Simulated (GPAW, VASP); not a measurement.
This is a calculation of SrO for VASP 6.6.1. 

The input INCAR:

```
PREC = Accurate
ENCUT = 520
EDIFF = 1E-7
ISMEAR = 0
SIGMA = 0.05
LREAL = F
LASPH = T
NELM = 60
ALGO = Normal
ISIF = 2
LWAVE = F
LCHARG = F
GGA = PS
NBANDS = 15
```

File KPOINTS:

```
Automatic mesh
0
Gamma
  9 9 9
```

The input POSCAR:

```
SrO
3.6293
    0.000000000000      0.707106053509      0.707106053509
    0.707106053509      0.000000000000      0.707106053509
    0.707106053509      0.707106053509      0.000000000000
Sr O
1 1
Direct
    0.5000000000      0.5000000000      0.5000000000
    0.0000000000      0.0000000000      0.0000000000
```

Potentials or basis: VASP PAW PBE potentials, release 54 (Sr_sv, O).

Launch:

```bash
$ cat potpaw_PBE.54/Sr_sv/POTCAR potpaw_PBE.54/O/POTCAR > POTCAR
$ mpirun -np 1 vasp_std > vasp.out
```

Problem. Translate it to GPAW 26.7.0 (ASE script). Potentials or basis there: PAW data sets generated for this functional, cutoff 800 eV.

Solution. As run (cutoffs and basis follow the program's own potentials, and thresholds, step limits or extra output files can differ):

The input run.py:

```python
from ase.dft.bandgap import bandgap
from ase.io import read, write
from ase.units import GPa
from gpaw import GPAW, PW, setup_paths

setup_paths.insert(0, '.')

atoms = read('POSCAR')

calc = GPAW(mode=PW(800),
            xc='PBEsol',
            kpts={'size': (9, 9, 9), 'gamma': True},
            occupations={'name': 'methfessel-paxton', 'order': 0, 'width': 0.05},
            nbands=16,
            convergence={'density': 1e-05, 'energy': 1e-05},
            maxiter=150,
            txt='gpaw.txt')
atoms.calc = calc
energy = atoms.get_potential_energy()
forces = atoms.get_forces()
stress = atoms.get_stress()
calc.write('gs.gpw')
write('result.traj', atoms)
print(f'Energy: {energy:.6f} eV')
print('Forces (eV/A):')
print(forces.round(4))
print('Stress (GPa):', (stress / GPa).round(3))
print('Fermi level:', round(calc.get_fermi_level(), 4), 'eV')
print(f'Gap: {bandgap(calc)[0]:.4f} eV, direct: {bandgap(calc, direct=True)[0]:.4f} eV')
```

Contents of POSCAR:

```
SrO
1.0
    0.0000000000      2.5663000000      2.5663000000
    2.5663000000      0.0000000000      2.5663000000
    2.5663000000      2.5663000000      0.0000000000
Sr O
1 1
Direct
    0.5000000000      0.5000000000      0.5000000000
    0.0000000000      0.0000000000      0.0000000000
```

Potentials or basis: PAW data sets generated in the run's folder for this functional, pw.

Command:

```console
$ gpaw-setup -f PBEsol O Sr
$ OMP_NUM_THREADS=1 python run.py
```

Both were run:

|  | VASP | GPAW |
| --- | --- | --- |
| Pressure | 0.1 GPa | 0.0 GPa |

VASP's potentials were made for PBE.

Pressure is positive in compression.
